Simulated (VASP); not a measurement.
# P (P2/m) in VASP: notebook

One crystal, P, is run at these levels: PBE; tasks: single point.

Program: VASP 6.6.1. These are calculated values, not measurements. Logs are shortened: lines on timing, memory, paths and dates and some standing lists are left out, and cuts for length are marked.

### Step 1. The structure

It takes space group P2/m (No. 10, monoclinic). Conventional cell: a = 2.425 Å, b = 2.439 Å, c = 4.852 Å, α = 90.00°, β = 90.24°, γ = 90.00°. P (site symmetry m) is surrounded by 6 P at 2.42 to 2.44 Å.

This isn't the form of P at room conditions, which is orthorhombic.

### Step 2. Single point, PBE

Input file INCAR:

```
PREC = Accurate
ENCUT = 520
EDIFF = 1E-6
ISMEAR = 0
SIGMA = 0.1
LREAL = Auto
LASPH = True
NELM = 100
ALGO = Normal
ISIF = 2
LWAVE = False
LCHARG = False
GGA = PE
ADDGRID = False
```

Input file KPOINTS:

```
regular mesh
0
Gamma
  20 20 10
```

Input file POSCAR:

```
P
1.0
    2.4246941115      0.0000000000      0.0000000000
    0.0000000000      2.4385351442      0.0000000000
   -0.0203144631      0.0000000000      4.8524328982
P
2
Direct
    0.0000000300      0.0000000000      0.7494253600
    0.9999999700      0.0000000000      0.2505746400
```

Potentials or basis: VASP PAW PBE potentials, release 64 (P).

Run with:

```bash
> cat potpaw_PBE.64/P/POTCAR > POTCAR
> mpirun -np 1 vasp_std > vasp.out
```

OUTCAR:

```text
PREC = Accurate
   ENCUT = 520
   EDIFF = 1E-6
   ISMEAR = 0
   LREAL = Auto
   LASPH = True
   NELM = 100
   ISIF = 2
   GGA = PE

 Found   1122 irreducible k-points:

 Following reciprocal coordinates:
            Coordinates               Weight
  0.000000  0.000000  0.000000      1.000000
  0.050000  0.000000 -0.000000      2.000000
  0.100000  0.000000 -0.000000      2.000000
  0.150000  0.000000 -0.000000      2.000000
  0.200000  0.000000 -0.000000      2.000000
  0.250000  0.000000 -0.000000      2.000000
   k-points           NKPTS =   1122   k-points in BZ     NKDIM =   1122   number of bands    NBANDS=      9
   number of dos      NEDOS =    301   number of ions     NIONS =      2
   total plane-waves  NPLWV =  11664
   dimension x,y,z NGX =    18 NGY =   18 NGZ =   36
   dimension x,y,z NGXF=    36 NGYF=   36 NGZF=   72
   ions per type =               2
   NGX,Y,Z   is equivalent  to a cutoff of  12.34, 12.27, 12.33 a.u.
   NGXF,Y,Z  is equivalent  to a cutoff of  24.68, 24.54, 24.67 a.u.
 SYSTEM =  unknown system
   PREC   = accura    normal or accurate (medium, high low for compatibility)
   ISTART =      0    job   : 0-new  1-cont  2-samecut
   ICHARG =      2    charge: 1-file 2-atom 10-const
   ISPIN  =      1    spin polarized calculation?
   LNONCOLLINEAR =      F non collinear calculations
   LSORBIT =      F    spin-orbit coupling
   LASPH  =      T    aspherical Exc in radial PAW
   ENCUT  =  520.0 eV  38.22 Ry    6.18 a.u.   4.51  4.53  9.02*2*pi/ulx,y,z
   NELM   =    100;   NELMIN=  2; NELMDL= -5     # of ELM steps
   EDIFF  = 0.1E-05   stopping-criterion for ELM
   LREAL  =      T    real-space projection
   EDIFFG = 0.1E-04   stopping-criterion for IOM
   NSW    =      0    number of steps for IOM
   IBRION =     -1    ionic relax: 0-MD 1-quasi-New 2-CG
   NFREE  =      0    steps in history (QN), initial steepest desc. (CG)
   ISIF   =      2    stress and relaxation
   ISYM   =      2    0-nonsym 1-usesym 2-fastsym
   POTIM  = 0.5000    time-step for ionic-motion
   TEBEG  =    0.0;   TEEND  =   0.0 temperature during run
   PSTRESS=    0.0 pullay stress
   NELECT =      10.0000    total number of electrons
   NUPDOWN=      -1.0000    fix difference up-down
   EMIN   =  10.00;   EMAX   =-10.00  energy-range for DOS
   EFERMI =   0.00;   METHOD = LEGACY
   ISMEAR =     0;   SIGMA  =   0.10  broadening in eV -4-tet -1-fermi 0-gaus
   EFERMI_NEDOS =   21; number of points for ismear=-14 and -15
   IALGO  =     38    algorithm
   IMIX   =      4    mixing-type and parameters
     AMIX     =   0.40;   BMIX     =  1.00
     AMIX_MAG =   1.60;   BMIX_MAG =  1.00
  volume/ion in A,a.u.               =      14.35        96.81
  Fermi-wavevector in a.u.,A,eV,Ry     =   1.152107  2.177167 18.059715  1.327352
  Thomas-Fermi vector in A             =   2.288761
   LORBIT       =      0    0 simple, 1 ext, 2 COOP (PROOUT), +10 PAW based schemes
   GGA     = PE    functional components
   LHFCALC =     F    Hartree Fock is set to
   AEXX    =    0.0000 exact exchange contribution
   IVDW    =     0    specifies the selected vdW correction
   LEPSILON=     F    determine dielectric tensor
   LRPA    =     F    only Hartree local field effects (RPA)
 non-spin polarized calculation
 Gauss-broadening in eV      SIGMA  =   0.10
  energy-cutoff  :      520.00
  volume of cell :       28.69
 maximum number of plane-waves:       797
   NGX =  9   NGY =  9   NGZ = 19

 number of electron      10.0000000 magnetization

 number of electron       9.9999996 magnetization

 Free energy of the ion-electron system (eV)
  ---------------------------------------------------
  ext. energy  EPLUGINS =         0.00000000
  ---------------------------------------------------
  free energy    TOTEN  =       -10.53974908 eV

  energy without entropy =      -10.53556595  energy(sigma->0) =      -10.53765751

 E-fermi :  10.0017     XC(G=0): -11.3444

 val. band max:       10.0016937886   @ k =   0.1500   0.4000   0.5000
 cond. band min:      10.0020860616   @ k =   0.0000   0.1500   0.3000
 fundamental gap:      0.0003922731
 Fermi energy:        10.0017154990

 k-point     1 :       0.0000    0.0000    0.0000
  band No.  band energies     occupation
      1      -6.7965      2.00000
      2      -2.3689      2.00000
      3       1.0607      2.00000
      4      14.8063      0.00000
      5      15.0141      0.00000
      6      15.0554      0.00000
      7      16.6070      0.00000
      8      16.6736      0.00000
      9      17.7325      0.00000

 k-point     2 :       0.0500    0.0000   -0.0000
  band No.  band energies     occupation
      1      -6.7384      2.00000
      2      -2.3105      2.00000
      3       1.1134      2.00000
      4      13.8096      0.00000
      5      14.8524      0.00000
      6      15.0673      0.00000
      7      16.6667      0.00000
      8      16.8592      0.00000
      9      17.7653      0.00000

 k-point     3 :       0.1000    0.0000   -0.0000
  band No.  band energies     occupation
      1      -6.5644      2.00000
      2      -2.1357      2.00000
      3       1.2707      2.00000
      4      12.0111      0.00000
      5      14.9896      0.00000
      6      15.2036      0.00000
      7      15.2575      0.00000
      8      16.8051      0.00000
      9      17.8853      0.00000

 k-point     4 :       0.1500    0.0000   -0.0000
  band No.  band energies     occupation
      1      -6.2758      2.00000
      2      -1.8452      2.00000
      3       1.5301      2.00000
      4      10.2011      0.00481
      5      13.6087      0.00000
      6      15.2154      0.00000
      7      15.4295      0.00000
      8      17.0302      0.00000
      9      18.0966      0.00000

 k-point     5 :       0.2000    0.0000   -0.0000
  band No.  band energies     occupation
      1      -5.8752      2.00000
      2      -1.4407      2.00000
      3       1.8864      2.00000
      4       8.4448      2.00000
      5      11.9797      0.00000
      6      15.5243      0.00000
      7      15.7376      0.00000
      8      17.3330      0.00000
      9      17.6274      0.00000

 k-point     6 :       0.2500    0.0000   -0.0000
  band No.  band energies     occupation
      1      -5.3669      2.00000
      2      -0.9250      2.00000
      3       2.3307      2.00000
      4       6.7701      2.00000
      5      10.4010      0.00000
      6      15.9067      0.00000
      7      15.9098      0.00000
      8      16.1192      0.00000
      9      17.6999      0.00000

 [... further k-points ...]

------------------------ aborting loop because EDIFF is reached ----------------------------------------

  FORCE on cell =-STRESS in cart. coord.  units (eV):
  Direction    XX          YY          ZZ          XY          YZ          ZX
  --------------------------------------------------------------------------------------
  -------------------------------------------------------------------------------------
  Total        0.4462249      0.3084839      0.4318630      0.0000000      0.0000000      0.0343995
  in kB       24.9183247     17.2265191     24.1163226      0.0000000      0.0000000      1.9209576
  external PRESSURE =      22.0870555 kB  Pullay stress =       0.0000000 kB

 VOLUME and BASIS-vectors are now :
 -----------------------------------------------------------------------------
  energy-cutoff  :      520.00
  volume of cell :       28.69
      direct lattice vectors                 reciprocal lattice vectors
     2.424694112  0.000000000  0.000000000     0.412423157  0.000000000  0.001726589
     0.000000000  2.438535144  0.000000000     0.000000000  0.410082259  0.000000000
    -0.020314463  0.000000000  4.852432898     0.000000000  0.000000000  0.206082190

 POSITION                                       TOTAL-FORCE (eV/Angst)
 -----------------------------------------------------------------------------------
     -0.01522      0.00000      3.63654         0.000084      0.000000      0.011337
      2.41960      0.00000      1.21590        -0.000084      0.000000     -0.011337
 -----------------------------------------------------------------------------------
    total drift:                                0.000000      0.000000     -0.000000

  FREE ENERGIE OF THE ION-ELECTRON SYSTEM (eV)
  ---------------------------------------------------
  free  energy   TOTEN  =       -10.5397490790 eV

  energy  without entropy=      -10.5355659489  energy(sigma->0) =      -10.53765751
```

Wall time 7 min (1 thread of Intel Xeon Platinum 8259CL at 2.50GHz (Skylake/Cascade Lake), shared host); peak memory 0.28 GiB.

The run converged, but some of its settings lie outside the range that counts as converged, so its numbers aren't taken as properties of the crystal.

What came out:

| Item | Value |
| --- | --- |
| Free energy | -10.5397 eV |
| Pressure | 2.2 GPa |
| Largest force | 0.011 eV/Å |
| Band gap on the k mesh | none (metal or under the smearing width) |

### Step 3. Single point, PBE

INCAR is that of step 2.

KPOINTS is that of step 2.

Input file POSCAR:

```
P
1.0
    2.4246941115      0.0000000000      0.0000000000
    0.0000000000      2.4385351442      0.0000000000
   -0.0203144631      0.0000000000      4.8524328982
P
2
Direct
   -0.0009640000     -0.0137570000      0.7520410000
    1.0088450000      0.0001830000      0.2407300000
```

Potentials or basis: VASP PAW PBE potentials, release 64 (P).

Run with:

```bash
> cat potpaw_PBE.64/P/POTCAR > POTCAR
> mpirun -np 1 vasp_std > vasp.out
```

It took 13 min on 1 thread of Intel Xeon Platinum 8259CL at 2.50GHz (Skylake/Cascade Lake), shared host; peak memory 0.41 GiB.

These settings aren't checked as converged: the numbers below hold their error.

What came out:

```yaml
Free_energy: -10.5361 eV
Pressure: 2.5 GPa
Largest_force: 0.103 eV/Å
Band_gap_on_the_k_mesh: none (metal or under the smearing width)
```
